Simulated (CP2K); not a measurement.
## ZnO (zincite) under changes of volume

One of the cells (11.900 Å³/atom); the others are scaled copies at fixed shape and fractional positions:

```
Zn O
1.0
     3.24931    0.00000    0.00000
    -1.62465    2.81398    0.00000
     0.00000    0.00000    5.20571
Zn O
2 2
Direct
  0.66667 0.33333 0.00000
  0.33333 0.66667 0.50000
  0.33333 0.66667 0.87901
  0.66667 0.33333 0.37901
```

- Program: CP2K 2026.2
- Functional: PBE
- Potentials or basis: POTENTIAL_UZH Zn GTH-PBE-q12, O GTH-PBE-q6; TZVP-MOLOPT-PBE-GTH basis
- Density cutoff: 8163 eV
- k mesh: 9 × 9 × 5
- Occupations: fermi-dirac, width 0.05 eV
- Spin: no spin polarisation

```tsv
volume (Å³/atom)	energy over the lowest point (meV/atom)	pressure (GPa)	gap on the mesh (eV)
11.186	59.27	17.2	0.90
11.424	36.76	13.2	0.86
11.662	?	?	?
11.900	8.88	6.2	0.80
12.138	2.81	3.2	0.77
12.376	0.00	0.6	0.74
12.614	0.94	-1.8	0.71
```

What does the run at 11.662 Å³/atom give?

Energy over the lowest point 20.44 meV/atom; pressure 9.5 GPa; gap on the mesh 0.83 eV.

Worked out: A Birch-Murnaghan fit of order 3 (a polynomial in V^(-2/3)) to the other rows has its minimum at 12.43 Å³/atom with B0 = V·E''(V) = 116 GPa and B' = 7.0 at fixed shape and positions, which overstates the stiffness. It gives 20.20 meV/atom at 11.662 Å³/atom, against the run's 20.44, and -dE/dV = 9.2 GPa, against 9.5. A straight line through the other rows of the gap, of slope -1.56 eV per unit of ln V (its deformation potential), gives 0.83 eV, against the run's 0.83.

Energies are extrapolated to zero smearing.

Caveats: the basis of atomic orbitals isn't converged, which shifts pressures, moduli and gaps.
